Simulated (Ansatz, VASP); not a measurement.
# BaAlSiH in two plane-wave programs, part 2 of 2

One calculation is typed for both programs; each brings its own data sets. How far apart do they land? The cell is taken from a series of runs on this material, whose earlier steps may have relaxed, scaled, displaced or heated it; both programs get it as it stands.

VASP 6.6.1 and Ansatz 0.2.0.

So far: The structure; VASP: relaxation of cell and atoms, LDA; Ansatz: relaxation of cell and atoms, LDA.

**4. Differences**

Known differences besides the potentials themselves: the two LDA forms differ slightly; the cutoff is 420 eV in Ansatz and 500 eV in VASP; VASP's log shows a relativistic correction to its local exchange, Ansatz's none; Ansatz adds a Pulay correction to the stress that steers its cell, VASP none. Total energies have different zeros and are not compared.

Compared:

```tsv
quantity	Ansatz	VASP	difference
volume (Å³)	79.13	79.88	-0.94 %
edge a after relaxation, in the typed setting (Å)	4.268	4.277	-0.21 %
edge c after relaxation, in the typed setting (Å)	5.017	5.043	-0.52 %
```

**5. Ansatz: zone-centre phonons, LDA**

Second derivatives magnify differences that forces hide, and they need a tight electronic threshold.

The cell is taken from a series of runs on this material, whose earlier steps may have relaxed, scaled, displaced or heated it; both programs get it as it stands.

Input file input.yaml:

```yaml
crystal:
  lattice:
    - [4.2673325918, 0.0, 0.0]
    - [-2.1336662959, 3.6956184309, 0.0]
    - [0.0, 0.0, 5.0158353459]
  atoms:
    - { symbol: Ba, position: [0.0, 0.0, 0.0052695987] }
    - { symbol: Al, position: [0.6666666667, 0.3333333333, 0.469830063] }
    - { symbol: Si, position: [0.3333333333, 0.6666666667, 0.5444254586] }
    - { symbol: H, position: [0.6666666667, 0.3333333333, 0.1233758799] }
kpoints:
  mp_grid: { grid: [9, 9, 8] }
hamiltonian:
  xc: lda
scf:
  occupations: { method: fixed }
output:
  eigenvalues: true
phonons:
  method: dfpt
  dielectric: true
  rigid_motions: translations
```

Command:

```console
$ ansatz run input.yaml --threads 2 --pin off --max-ram 5120MiB --backend cpu --events-out ev --progress --plain --runs-dir out
```

Numbers of over 12 decimals in the logs are rounded to 6 here.

What it wrote:

```text
[...]
Crystal: 4 atoms, lattice volume = 79.102 Å³
Basis set: ecut = 420 eV, 1511 PW (Γ), exchange–correlation on 60×60×72 points (8 copies of the dense FFT grid, shifted against one another)
Bands: 13, of which v1, the nominal top of the filled ones, is band 9 counted from 1 (8 counted from 0)
Symmetry: 6 space group operations
k-points: 185 of 648 (irreducible under 2 space group operations, time reversal used)
[...]
optical modes at Γ + LO–TO along q̂ = [1.0000, 0.0000, 0.0000]:
      ω (cm⁻¹)  modes    IR ((D/Å)²/amu)
[...]
optical modes at Γ + LO–TO along q̂ = [0.0000, 1.0000, 0.0000]:
      ω (cm⁻¹)  modes    IR ((D/Å)²/amu)
[...]
optical modes at Γ + LO–TO along q̂ = [0.0000, 0.0000, 1.0000]:
      ω (cm⁻¹)  modes    IR ((D/Å)²/amu)
[...]
229.13      1             1.5448
        397.95      2            26.9398
        883.80      2            78.7810
       1285.69      1            51.8490
[key lines of the parts left out:]
SCF converged after 8 iterations
Free energy (F): -6918.770264 eV
Fermi energy:    7.407909 eV
```

**6. VASP: zone-centre phonons, LDA**

The same cell, functional (in two slightly different forms) and mesh now go to VASP, with its own data sets.

Input file INCAR:

```
SYSTEM = BaAlSiH
PREC = Accurate
ENCUT = 500
EDIFF = 1E-08
NELM = 120
ISMEAR = 0
SIGMA = 0.01
LREAL = .FALSE.
ALGO = Normal
GGA = CA
NBANDS = 15
LORBIT = 11
LWAVE = .FALSE.
LCHARG = .FALSE.
ISIF = 2
IBRION = 8
LEPSILON = .TRUE.
LASPH = .TRUE.
GGA_COMPAT = .FALSE.
EFERMI = MIDGAP
KPAR = 2
```

Input file POSCAR:

```
BaAlSiH
1.0
    4.2673325918      0.0000000000      0.0000000000
   -2.1336662959      3.6956184309      0.0000000000
    0.0000000000      0.0000000000      5.0158353459
Ba Al Si H
1 1 1 1
Direct
    0.0000000000      0.0000000000      0.0052695987
    0.6666666667      0.3333333333      0.4698300630
    0.3333333333      0.6666666667      0.5444254586
    0.6666666667      0.3333333333      0.1233758799
```

Input file KPOINTS:

```
Automatic mesh
0
Gamma
9 9 8
0 0 0
```

PAW data sets: Ba_sv, Al, Si and H (LDA family, release 64).

Command:

```console
$ mpirun -np 2 vasp_std
```

What it wrote:

```text
[... set-up lines as in an earlier step ...]
 entering main loop
       N       E                     dE             d eps       ncg     rms          rms(c)
DAV:   1     0.637644097688E+02    0.63764E+02   -0.73828E+03  2430   0.100E+03
DAV:   2    -0.142916641757E+02   -0.78056E+02   -0.74356E+02  3269   0.162E+02
DAV:   3    -0.183834663834E+02   -0.40918E+01   -0.40775E+01  3515   0.379E+01
DAV:   4    -0.184732486235E+02   -0.89782E-01   -0.89774E-01  3274   0.558E+00
[...]
DAV:  13    -0.178441127498E+02    0.27258E-06   -0.13560E-06  2948   0.685E-03    0.101E-03
DAV:  14    -0.178441127543E+02   -0.44537E-08   -0.26480E-07  3165   0.259E-03    0.657E-04
DAV:  15    -0.178441127471E+02    0.72046E-08   -0.32425E-08  2829   0.102E-03
   1 F= -.17844113E+02 E0= -.17844113E+02  d E =0.000000E+00
 Linear response reoptimize wavefunctions to high precision
DAV:   1    -0.178441127472E+02   -0.13608E-09   -0.44100E-09  3207   0.354E-04
DAV:   2    -0.178441127472E+02   -0.30013E-10   -0.10306E-10  1474   0.713E-05
 Linear response G [H, r] |phi>, progress :
  Direction:   1
[...]
RMM:  12    -0.169326124105E-01   -0.20912E-08    0.19451E-09 25403   0.103E-05    0.817E-07
 first order change of Fermi-energy   0.12350E-07
 force on displaced ion       4 direction 1 :  -2.978   0.000   0.000
 Born effective charge ion    4 direction 1 :  -1.332  -0.001  -0.000
 Linear response progress:
  Degree of freedom:   8/  8
       N       E                     dE             d eps       ncg     rms          rms(c)
RMM:   1    -0.182336676775E-01   -0.18234E-01   -0.10646E-02  5473   0.497E-01
RMM:   2    -0.169544676473E-01    0.12792E-02   -0.70550E-04  4517   0.122E-01    0.121E-01
RMM:   3    -0.171730583327E-01   -0.21859E-03   -0.34586E-04  4475   0.690E-02    0.646E-02
RMM:   4    -0.178035539485E-01   -0.63050E-03   -0.25618E-04  4591   0.578E-02    0.105E-02
[...]
RMM:  11    -0.179330717303E-01    0.18775E-07    0.15402E-09  5691   0.366E-05    0.476E-06
RMM:  12    -0.179330852480E-01   -0.13518E-07   -0.29944E-10  5895   0.162E-05    0.186E-06
RMM:  13    -0.179330840437E-01    0.12043E-08   -0.49234E-10  5777   0.673E-06    0.456E-07
 first order change of Fermi-energy  -0.38043E+00
 force on displaced ion       4 direction 3 :  -0.000  -0.000  -5.622
 Born effective charge ion    4 direction 3 :   0.000  -0.000  -1.472
 Born effective charges drift removed
 Linear response finished
```

Parts of OUTCAR (step 6):

```text
 POSITION                                       TOTAL-FORCE (eV/Angst)
 -----------------------------------------------------------------------------------
      0.00000      0.00000      0.02643        -0.000000      0.000000     -0.005540
      2.13367      1.23187      2.35659        -0.000000      0.000000      0.019711
     -0.00000      2.46375      2.73075         0.000000     -0.000000     -0.025848
      2.13367      1.23187      0.61883         0.000000      0.000000      0.011677
 -----------------------------------------------------------------------------------
    total drift:                                0.000000     -0.000000      0.000081

 MACROSCOPIC STATIC DIELECTRIC TENSOR (including local field effects in DFT)
 ------------------------------------------------------
          16.498821     0.000000     0.000000
           0.000000    16.498821     0.000000
           0.000000    -0.000000    14.118642
 ------------------------------------------------------

 MACROSCOPIC STATIC DIELECTRIC TENSOR IONIC CONTRIBUTION
 ------------------------------------------------------
           4.030109     0.000000     0.000000
           0.000000     4.030109     0.000000
           0.000000     0.000000     5.219365
 ------------------------------------------------------

[... 1 part as in an earlier step ...]
```

**7. Side by side**

What differs besides the data sets and the points named for the pairs above, as far as they apply: fixed occupations in Ansatz, narrow Gaussian smearing in VASP; VASP's response is taken on the typed mesh, Ansatz refines its own for the field response alone. Total energies have different zeros and are not compared.

Both answers:

```tsv
quantity	Ansatz	VASP	difference
ε∞ xx	16.16	16.50	-2.03 %
ε∞ yy	16.16	16.50	-2.03 %
ε∞ zz	13.77	14.12	-2.48 %
Born charge of Ba1 (mean of the diagonal) (e)	1.81	1.77	+0.04
Born charge of Al2 (mean of the diagonal) (e)	2.18	2.20	-0.02
Born charge of Si3 (mean of the diagonal) (e)	-2.61	-2.60	-0.01
Born charge of H4 (mean of the diagonal) (e)	-1.38	-1.37	-0.01
optical mode 1 to 2 (cm⁻¹)	149.4	151.9	-1.62 %
optical mode 3 (cm⁻¹)	159.7	165.8	-3.68 %
optical mode 4 (cm⁻¹)	223.8	224.7	-0.39 %
optical mode 5 to 6 (cm⁻¹)	397.9	398.7	-0.20 %
optical mode 7 to 8 (cm⁻¹)	883.8	902.6	-2.09 %
optical mode 9 (cm⁻¹)	1245.8	1252.3	-0.52 %
```

Modes are paired by rising frequency, not by their patterns, so a pair may set unlike modes beside each other; they are those without the splitting of longitudinal modes.

**8. Summary of results**

```json
{
  "difference in volume (relaxation of cell and atoms, LDA)": "-0.94 %",
  "r.m.s. difference of the optical zone-centre modes, each program's sorted by frequency (zone-centre phonons, LDA)": "9.5 cm⁻¹",
  "difference in optical mode 3 (zone-centre phonons, LDA)": "-3.7 %"
}
```

**Reading.** The difference in volume is -0.94 % (relaxation of cell and atoms, LDA), within the 1.2 % picked in this series as the mark of a large difference, as far as the stopping tolerances let one tell. Among the rows given in per cent, the largest difference of the zone-centre phonons, LDA pair is in optical mode 3, -3.7 %. 1 further run of this series is not shown here. Such differences can come from data sets, numerical settings and the points named under the comparisons, not from the functional's error against experiment.

[Lines on the potential files, build, host, timing and source positions are cut from VASP's logs without a mark.]

[Logs are printed without paths, hosts, clocks, repeated set-up lines and the standing remarks that a program may print on its own settings, such as how far it seeks lower states.]

[Hosts, paths, dates, database ids (printed as entryN), source tags and the programs' standing remarks are cut or masked in the printed files.]
